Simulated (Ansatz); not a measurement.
Runs of Ansatz 0.2.0 on Zr. The structure is cubic, space group Im-3m (No. 229). Conventional cell: a = 3.620 Å, b = 3.620 Å, c = 3.620 Å, α = 90.00°, β = 90.00°, γ = 90.00°. Around Zr (site symmetry m-3m) lie 8 Zr at 3.14 Å. This isn't the form of Zr at room conditions, which is hcp.

```tsv
task	level	potentials or basis	spin	cell	k mesh	cutoff (eV)	smearing	phonon path	basis error allowed	mesh quality	gap on the mesh (eV)	pressure (GPa)
single point	PBE	all-electron LAPW, scalar-relativistic	off	cell strained at random at fixed volume	10 × 10 × 10	185	fermi-dirac 0.05 eV	-	0.001 eV/atom	not flagged	none	-3.3
band structure	SVWN5	all-electron LAPW, relativistic spinors	non-collinear, ferromagnetic start, SOC	cell strained at random at fixed volume	8 × 8 × 8	183	fermi-dirac 0.1 eV	-	0.001 eV/atom	coarse	-	-9.0
single point	PBE	all-electron LAPW, scalar-relativistic	off	as given	4 × 4 × 4	165	fermi-dirac 0.03 eV	-	0.002 eV/atom	coarse	none	(a)
single point	PBE	all-electron LAPW, scalar-relativistic	off	as given	4 × 4 × 4	157	fermi-dirac 0.02 eV	-	0.003 eV/atom	coarse	none	-1.7
```

**Question.** Estimate the missing entries.

**Answer.** (a) -1.8.

Caveats: some runs use coarse meshes; the k mesh is thin for a metal, which can move the energy by tens of meV per atom (some runs); the starting moments weren't kept (some runs).

A k mesh can miss the band edges, and rows without SOC leave out spin-orbit coupling on Zr.

A gap of «none» marks a metal or a gap under the smearing width.
